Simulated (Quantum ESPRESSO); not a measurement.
The system is Sr.

```
Sr
1.0
     0.00000    3.04235    3.04235
     3.04235    0.00000    3.04235
     3.04235    3.04235    0.00000
Sr
1
Cartesian
  0.0000 0.0000 0.0000
```

Base run:

- Program: Quantum ESPRESSO 7.5
- Functional: PBEsol
- Potentials or basis: PseudoDojo 0.4.1 SR PBEsol standard
- Cutoff: 925 eV
- Density cutoff: 3701 eV
- k mesh: 8 × 8 × 8
- Occupations: fermi-dirac, width 0.05 eV
- Spin: no spin polarisation

Its results: band gap on the k mesh none (metal or under the smearing width); pressure -0.9 GPa.

Task: The run is repeated on the same cell with these changes: functional from PBEsol to LDA; potentials or basis from PseudoDojo 0.4.1 SR PBEsol standard to PseudoDojo 0.4.1 SR LDA standard. What comes out?

Result: Band gap on the k mesh none (metal or under the smearing width); pressure -1.6 GPa.

Caveats: some levels on the path didn't converge.
